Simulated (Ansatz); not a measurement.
# Zn: how the settings move a single-point run

Question: which choices in the input matter for Zn?

Computed with Ansatz 0.2.0 (reference: DFT, LDA, PAW with Ansatz's default frozen-core files, scalar-relativistic, unless a step's input says otherwise).

**1. Starting point**

Symmetry: P6_3/mmc, No. 194, hexagonal system. The conventional cell has a = 2.665 Å, b = 2.665 Å, c = 4.947 Å, α = 90.00°, β = 90.00°, γ = 120.00°. Zn (site symmetry -6m2) has 12 Zn at 2.66 to 2.91 Å as nearest neighbours.

Coordinates:

```cif
data_structure
_symmetry_space_group_name_H-M 'P 1'
_symmetry_Int_Tables_number 1
_cell_length_a 2.6648
_cell_length_b 2.6648
_cell_length_c 4.9467
_cell_angle_alpha 90.000
_cell_angle_beta 90.000
_cell_angle_gamma 120.000
_cell_volume 30.42
loop_
_atom_site_label
_atom_site_type_symbol
_atom_site_fract_x
_atom_site_fract_y
_atom_site_fract_z
_atom_site_occupancy
Zn1 Zn 0.33333 0.66667 0.25000 1
Zn2 Zn 0.66667 0.33333 0.75000 1
```

**2. Reference**

File input.yaml:

```yaml
crystal:
  lattice:
    - [2.6647980532, 0.0, 0.0]
    - [-1.3323990266, 2.30778281, 0.0]
    - [0.0, 0.0, 4.9467]
  atoms:
    - { symbol: Zn, position: [0.3333333333, 0.6666666667, 0.25] }
    - { symbol: Zn, position: [0.6666666667, 0.3333333333, 0.75] }
kpoints:
  mp_grid: { grid: [16, 16, 8] }
  band_path:
    path:
      - [0.0, 0.0, 0.0]
      - [0.5, 0.0, 0.0]
      - [0.3333333333, 0.3333333333, 0.0]
      - [0.0, 0.0, 0.0]
      - [0.0, 0.0, 0.5]
      - [0.5, 0.0, 0.5]
      - [0.3333333333, 0.3333333333, 0.5]
      - [0.0, 0.0, 0.5]
      - [0.5, 0.0, 0.5]
    npoints: 5
scf:
  occupations: { method: fermi_dirac, width: 0.03 }
hamiltonian:
  xc: lda
  pseudopotentials: { kind: paw }
output:
  forces: true
  stress: true
  eigenvalues: true
  efg: { contact_densities: true }
```

Launch:

```
> ansatz run input.yaml --threads 1 --pin off --max-ram 2048MiB --backend cpu --events-out ev --progress --plain --runs-dir out
```

From the output:

```text
[...]
Basis set: ecut = 420 eV, 611 PW (Γ)
[...]
k-points: 150 of 2048
[...]
SCF iter   1: F=—  HF=-6492.424610 eV  |F-HF|=—  |Δ(HF+E_count)|=         —  Δρ=5.43e-3  dr2=3.16e-3  ethr=1.77e-3  ⟨swp⟩=5.2  Hψ=11901  notcnv=0
preconditioner: auto → none  [metal: Δε(μ)=0.068 eV  Ē_g=13.057 eV  σ=0.030 eV  W_gap=0.48  n_scr=4 (ndim 8)  ℏωp=33.0 eV  f_vac=0.000  D(μ)=0.20/eV (n_scr^D=0)  sad-step TF]
SCF iter   2: F=—  HF=-6492.424032 eV  |F-HF|=—  |Δ(HF+E_count)|=   5.78e-4  Δρ=1.65e-3  dr2=4.80e-4  ethr=1.31e-5  ⟨swp⟩=2.0  Hψ=5923  notcnv=0  defer=2
[...]
SCF iter   5: F=—  HF=-6492.423908 eV  |F-HF|=—  |Δ(HF+E_count)|=   4.53e-7  Δρ=3.05e-5  dr2=1.22e-7  ethr=9.30e-9  ⟨swp⟩=2.0  Hψ=4014  notcnv=0  defer=2
SCF iter   6: F=-6492.423908 eV  HF=-6492.423908 eV  |F-HF|=1.33e-8  |Δ(HF+E_count)|=   1.98e-7  Δρ=1.07e-5  dr2=1.86e-8  ethr=4.17e-10  ⟨swp⟩=4.9  Hψ=9746  notcnv=0
[...]
SCF converged after 6 iterations
Free energy (F): -6492.423908 eV
[...]
E sigma→0 (E₀):  -6492.423584 eV
[...]
Fermi energy:    10.683771 eV
[...]
  P = ⅓ Tr σ = -8.9949 GPa (-89.949 kbar)
[...]
```

Run time: 5.3 s. Hardware: 1 thread of AMD EPYC 7R13 (Zen 3), shared host.

**3. Variant: xc revpbe, ecutwfc 550 eV**

Edit input.yaml of step 2 so:

```diff
@@ -25,3 +25,3 @@
 hamiltonian:
-  xc: lda
+  xc: revpbe
   pseudopotentials: { kind: paw }
@@ -32 +32,3 @@
   efg: { contact_densities: true }
+basis:
+  ecutwfc: "550 eV"
```

Launch:

```
> ansatz run input.yaml --threads 1 --pin off --max-ram 2048MiB --backend cpu --events-out ev --progress --plain --runs-dir out
```

What it wrote (excerpt; [...] marks lines left out):

```text
[...]
Pseudopotentials: kind: paw
Pseudopotential: Zn, paw, valence charge 12, recommended cutoff 420 eV (normal)
Functional definition: revPBE
[...]
Crystal: 2 atoms, lattice volume = 30.421 Å³
Basis set: ecut = 550 eV, 871 PW (Γ), exchange–correlation on 48×48×80 points (8 copies of the dense FFT grid, shifted against one another)
Bands: 16, of which v1, the nominal top of the filled ones, is band 12 counted from 1 (11 counted from 0)
Symmetry: 24 space group operations
Space group: P63/mmc (ITA 194), of the structure as read, at distance tolerance 3.1e-5 Å
k-points: 150 of 2048
[...]
SCF iter   1: F=—  HF=-6645.782432 eV  |F-HF|=—  |Δ(HF+E_count)|=         —  Δρ=5.00e-3  dr2=3.30e-3  ethr=1.77e-3  ⟨swp⟩=5.6  Hψ=12718  notcnv=0
[...]
SCF iter   6: F=-6645.781966 eV  HF=-6645.781966 eV  |F-HF|=1.36e-11  |Δ(HF+E_count)|=   1.39e-8  Δρ=1.39e-6  dr2=3.95e-10  ethr=4.17e-10  ⟨swp⟩=5.9  Hψ=11786  notcnv=0
[...]
NSCF: frozen V_eff on 41 k-points
SCF converged after 6 iterations
Free energy (F): -6645.781966 eV
[...]
E sigma→0 (E₀):  -6645.781755 eV
Entropy (-TS):   -0.000422 eV (-0.211 meV/atom)
Fermi energy:    11.220538 eV
[...]
--- Forces (eV/Å), atoms counted from 1 ---
  atom   1  Zn     0.00000000     0.00000000     0.00000000
  atom   2  Zn     0.00000000    -0.00000000     0.00000000
[...]
--- Stress (GPa, compression-positive) ---
        2.128155      -0.000000       0.000000
        0.000000       2.128155       0.000000
        0.000000       0.000000       1.128656
  P = ⅓ Tr σ = 1.7950 GPa (17.950 kbar)
--- PAW observables at the nuclei: V_zz in 10²¹ V/m², potentials from the cell's mean, atoms counted from 1 ---
  atom   1  Zn V_zz =    +3.773618   η = 0.0000   by run symmetry: allowed
            electrostatic potential = -3946.413307 V   contact ρ = 166691.737910 e/Å³
  atom   2  Zn V_zz =    +3.773618   η = 0.0000   by run symmetry: allowed
            electrostatic potential = -3946.413307 V   contact ρ = 166691.737910 e/Å³
--- Band table (eV; the first three rows and the last of 150) ---
  k-point 0: bands = ["0.7542", "2.5639", "3.2619", "3.4930", "3.4930", "3.5430", "3.5430", "3.8687", "3.8687", "4.0763", "4.0763", "7.5028", "8.1386", "24.7134", "28.2140", "28.5478"]
[...]
```

It took 5.6 s on 1 thread of AMD EPYC 7R13 (Zen 3), shared host.

A change of functional puts the total energy on another scale; the pressure goes from -9.0 to 1.8 GPa. The cutoff changed too.

**4. Comparison**

| run | ending | energy change | pressure (GPa) | gap (eV) | force (eV/Å) | cycles | time |
| --- | --- | --- | --- | --- | --- | --- | --- |
| reference | converged | - | -9.0 | 0.00 | 0.00 | 6 | 5.3 s |
| 1: xc revpbe, ecutwfc 550 eV | converged | not comparable | 1.8 | 0.00 | 0.00 | 6 | 5.6 s |

Residual by cycle in the longest SCF loop of each run; runs are numbered as in the table. The quantity is the density residual dr2, in eV.

| cycle | reference | run 1 |
| --- | --- | --- |
| 1 | 0.00316 | 0.0033 |
| 2 | 4.8e-4 | 7.0e-4 |
| 3 | 2.2e-4 | 1.1e-4 |
| 4 | 2.2e-6 | 1.1e-5 |
| 5 | 1.2e-7 | 1.4e-7 |
| 6 | 1.9e-8 | 3.9e-10 |

What this shows: After a change of functional the difference of the totals has no physical meaning; the pressure goes from -9.0 to 1.8 GPa. The cutoff changed too.
